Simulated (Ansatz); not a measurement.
Runs of Ansatz 0.2.0 on Gd. Symmetry: Im-3m, No. 229, cubic system. The conventional cell has a = 4.050 Å, b = 4.050 Å, c = 4.050 Å, α = 90.00°, β = 90.00°, γ = 90.00°. Around Gd (site symmetry m-3m) lie 8 Gd at 3.51 Å. This isn't the form of Gd at room conditions, which is hcp.

```tsv
task	level	spin	U	gap on the mesh (eV)	pressure (GPa)	moment (μB)
density of states	PBEsol+U	collinear, ferromagnetic start	Gd f U = 6 eV	none	-1.9	7.81
density of states	PBEsol+U	collinear, ferromagnetic start	Gd f U = 4 eV	none	(b)	(c)
single point	PBEsol	off	-	none	-4.6	-
density of states	PBEsol+U	collinear, ferromagnetic start	Gd f U = 2 eV	none	-2.2	7.78
single point	PBEsol	collinear, ferromagnetic start	-	none	-2.3	(a)
```

Alike in all rows: potentials or basis all-electron LAPW, scalar-relativistic; cell as given; k mesh 9 × 9 × 9; cutoff (eV) 163; smearing fermi-dirac 0.05 eV; basis error allowed 0.001 eV/atom.

Question: Fill in the values left out.

Answer: (a) 7.60; (b) -2.1; (c) 7.79.

Caveats: an open f shell can end in a state above the lowest; spin-orbit coupling is left out, which moves the levels of the heavy elements (some runs); the magnetic state may not be the lowest (some runs); U is the effective U less J, on atomic orbitals that reach past the spheres (some runs).

A k mesh can miss the band edges, and the runs leave out spin-orbit coupling on Gd.

A gap of «none» marks a metal or a gap under the smearing width.

Not every run made on this cell is shown here.
